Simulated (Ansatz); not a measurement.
# KI: computed DOS

```cif
data_structure
_symmetry_space_group_name_H-M 'P6_3/mmc'
_symmetry_Int_Tables_number 194
_cell_length_a 6.0861
_cell_length_b 6.0861
_cell_length_c 7.1188
_cell_angle_alpha 90.000
_cell_angle_beta 90.000
_cell_angle_gamma 120.000
_cell_volume 228.36
loop_
_atom_site_label
_atom_site_type_symbol
_atom_site_symmetry_multiplicity
_atom_site_Wyckoff_symbol
_atom_site_fract_x
_atom_site_fract_y
_atom_site_fract_z
_atom_site_occupancy
K1 K 2 d 0.33333 0.66667 0.75000 1
I1 I 2 c 0.33333 0.66667 0.25000 1
```

The runs use the primitive cell with vectors (6.086, 0.000, 0.000), (-3.043, 5.271, 0.000), (0.000, 0.000, 7.119) Å, to which the k mesh refers.

The cell was built from the wurtzite type and relaxed in the same program, and has space group P6_3/mmc; it needn't be a known or the stable phase. The relaxation left the symmetry of that type.

Spin–orbit coupling is left out, though it moves levels of the heavy atoms by tenths of an eV or more.

Method: Ansatz 0.2.0, DFT, PBE, all-electron LAPW, scalar-relativistic.

The runs use a Γ-centred 8×8×5 k mesh, Fermi–Dirac smearing of 0.05 eV, basis error target 1 meV/atom, no spin polarisation.

States per eV and cell, averaged over 0.4 eV, from -10.3 to 6.3 eV, with energies (bin centres) from the valence-band top; empty bins are left out. The partial columns, the largest 4 alone, are projections on Löwdin-orthogonalised atomic shells (those that the program's projection atoms carry: the occupied ones and, for some elements, an empty d or f shell; other empty shells have no column), summed over atoms of an element. Weights on diffuse s and p shells depend on that basis and aren't pure angular character.

```
E (eV)  total   I 5p  I 5s  K 4s  K 3p
 -10.2  10.00   0.00  9.29  0.42  0.28
  -1.0   5.67   5.04  0.01  0.58  0.01
  -0.6  13.36  12.83  0.02  0.35  0.05
  -0.2  10.96  10.83  0.00  0.01  0.03
   3.8   0.07   0.00  0.01  0.06  0.00
   4.2   0.38   0.02  0.05  0.30  0.00
   4.6   0.80   0.06  0.08  0.60  0.00
   5.0   1.53   0.10  0.09  0.90  0.00
   5.4   5.33   0.11  0.06  1.05  0.00
   5.8   3.56   0.08  0.04  1.01  0.00
   6.2   4.49   0.08  0.03  0.74  0.00
```

(1) Which of the resolved shells contributes most in the top eV of the valence band?

Answers

(1) I 5p, with 96 % of all states there; K 4s follows with 3 %.
